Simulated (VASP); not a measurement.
Write the native input for VASP 6.6.1 that does the following.

```
Task                   : single point
Functional             : PBE
Potentials or basis    : VASP PAW PBE potentials, release 64 (Ti_sv)
Cutoff                 : 520 eV
k mesh                 : 18 × 18 × 18
Occupations            : gaussian, width 0.1 eV
Spin                   : no spin polarisation
Dipole correction      : no
Further INCAR settings : ALGO = Normal; EDIFF = 1e-07; NBANDS = 12
```

The structure of Ti lies in POSCAR:

```
Ti
1.0
   -1.7078543400      1.7078543400      1.7078543400
    1.7078543400     -1.7078543400      1.7078543400
    1.7078543400      1.7078543400     -1.7078543400
Ti
1
Direct
    0.0000000000      0.0000000000      0.0000000000
```

This isn't the form of Ti at room conditions, which is hcp.

The cell isn't the ideal one: strained and moved within the space group.

These files were run (other wordings do the same):

INCAR

```
SYSTEM = Ti
PREC = Accurate ; ENCUT = 520
EDIFF = 1E-7 ; ISMEAR = 0
SIGMA = 0.1 ; LREAL = .False.
LASPH = .True. ; NELM = 60
ALGO = Normal ; ISIF = 2
LWAVE = .False. ; LCHARG = .True.
GGA = PE ; LELF = .True.
LVHAR = .True. ; NBANDS = 12
```

KPOINTS

```
Automatic mesh
0
Gamma
  18 18 18
  0 0 0
```

Potentials or basis: VASP PAW PBE potentials, release 64 (Ti_sv).

Command:

```sh
$ cat potpaw_PBE.64/Ti_sv/POTCAR > POTCAR
$ mpirun -np 1 vasp_std > vasp.out
```

It gave:

- Pressure: -12.0 GPa
- Band gap on the k mesh: none (metal or under the smearing width)

Wall time 24 s on 1 thread of Intel(R) Xeon(R) Platinum 8488C (Sapphire Rapids), with other jobs on the host, peak memory 0.16 GiB.
